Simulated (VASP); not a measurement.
Wanted: the native input for a VASP 6.6.1 run.

| Quantity | Value |
| --- | --- |
| Task | relaxation of cell and atoms |
| Functional | LDA |
| Potentials or basis | VASP PAW LDA potentials, release 64 (Li_sv, F) |
| Cutoff | 600 eV |
| k mesh | 12 × 12 × 12 |
| Occupations | gaussian, width 0.03 eV |
| Spin | no spin polarisation |
| Further INCAR settings | ALGO = Normal; EDIFF = 1e-07; IBRION = 2; EDIFFG = -0.005; NSW = 90; ISIF = 3 |

The structure of LiF (Griceite) lies in POSCAR:

```
LiF                                     
1.0
    0.0000000000      1.9482173926      1.9482173926
    1.9482173926      0.0000000000      1.9482173926
    1.9482173926      1.9482173926      0.0000000000
  Li              F             
     1     1
Direct
     1.0000000000000000    1.0000000000000000    1.0000000000000000
     0.5000000000000000    0.5000000000000000    0.5000000000000000
```

These files were run (other wordings do the same):

INCAR

```
PREC = Accurate
ENCUT = 600
EDIFF = 1E-7
ISMEAR = 0
SIGMA = 0.03
LREAL = False
LASPH = True
NELM = 80
ALGO = Normal
ISIF = 3
LWAVE = False
LCHARG = False
IBRION = 2
NSW = 90
EDIFFG = -0.005
```

KPOINTS

```
regular mesh
0
Gamma
  12 12 12
```

Potentials or basis: VASP PAW LDA potentials, release 64 (Li_sv, F).

Run with:

```bash
$ cat potpaw_LDA.64/Li_sv/POTCAR potpaw_LDA.64/F/POTCAR > POTCAR
$ mpirun -np 1 vasp_std > vasp.out
```

Results of the run:

```yaml
Relaxed_volume: 7.41 Å³/atom
Relaxed_cell: a = 2.758 Å, b = 2.758 Å, c = 2.758 Å, α = 60.00°, β = 60.00°, γ = 60.00°
Space_group_after_relaxing_to_0.05_Å: Fm-3m (No. 225)
Energy_gained_by_relaxing: 0.0 meV/atom
Ionic_steps: 3
Pressure_after_relaxing: 0.0 GPa
Band_gap_on_the_k_mesh: 9.76 eV, direct
```

Caveat: the cutoff is under 1.25 times the usual one of these potentials, so pressure, stress and relaxed cells hold a basis-set (Pulay) error.

It took 13 s on 1 thread of AMD EPYC 9R45 (Zen 5) (shared host), peak memory 0.09 GiB.
